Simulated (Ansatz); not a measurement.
## Convergence of TiAl$_{3}$ with the k-point mesh

Computed with Ansatz 0.2.0, DFT r2SCAN, scalar-relativistic, plane waves, PAW.

```
CELL_PARAMETERS angstrom
2.83968 0.00000 0.00000
0.00000 4.68126 0.00000
0.00000 0.00000 4.90074
ATOMIC_POSITIONS crystal
Ti 0.00000 0.50000 0.16592
Al 0.50000 0.50000 0.66727
Al 0.50000 0.00000 0.33091
Al 0.00000 0.00000 0.83590
```

| Quantity | Value |
| --- | --- |
| plane-wave cutoff | 500 eV |
| occupation rule | Gaussian smearing, 0.1 eV |
| spin treatment | unpolarised |

The atoms are held and the k-point mesh is swept. Energies are extrapolated to zero smearing and count from the reference run, 24×16×14. The cell isn't necessarily relaxed at this level. The meshes are Γ-centred. Pressure is positive in compression.

Times are rough; the reference took 53 s on 1 thread of AMD EPYC 9R45 96-Core Processor (Zen 5), on a shared host, peak memory 1.5 GiB.

**Question.** Tried: 1×1×1, 2×2×2, 4×2×2, 6×4×4, 8×6×6, 12×8×8, 14×8×8, 14×10×10, 16×10×10, 18×12×12, 22×14×12, 24×16×14. From which k-point mesh on does the energy per atom stay within 100, 10 and 1 meV of the reference?

**Answer.** 4×2×2 for 100 meV, 4×2×2 for 10 meV, 14×8×8 for 1 meV. The reference itself isn't shown to be converged. At 4×2×2, where the energy is within 10 meV, force components still miss by up to 0.203 eV/Å, where the largest force is 0.036 eV/Å.

```csv
mesh,ΔE (meV/atom),P (GPa),largest change of a force component (eV/Å),irreducible points,wall time (s)
1×1×1,-2039,-10.86,2.970,1,1.2
2×2×2,-253,-3.97,0.179,8,1.6
4×2×2,4.24,-1.96,0.203,12,1.7
6×4×4,-7.95,-2.19,0.063,36,2.8
8×6×6,6.65,-2.10,0.025,80,5.6
12×8×8,1.04,-2.17,0.014,175,11
14×8×8,-0.81,-2.18,0.007,200,12
14×10×10,-0.43,-2.17,0.004,288,21
16×10×10,0.59,-2.16,0.009,324,19
18×12×12,-0.04,-2.18,0.005,490,28
22×14×12,0.28,-2.17,0.003,672,38
24×16×14,0.00,-2.18,0.000,936,53
```

This form isn't the usual stable structure of the compound.

1 further run of this set didn't finish or converge.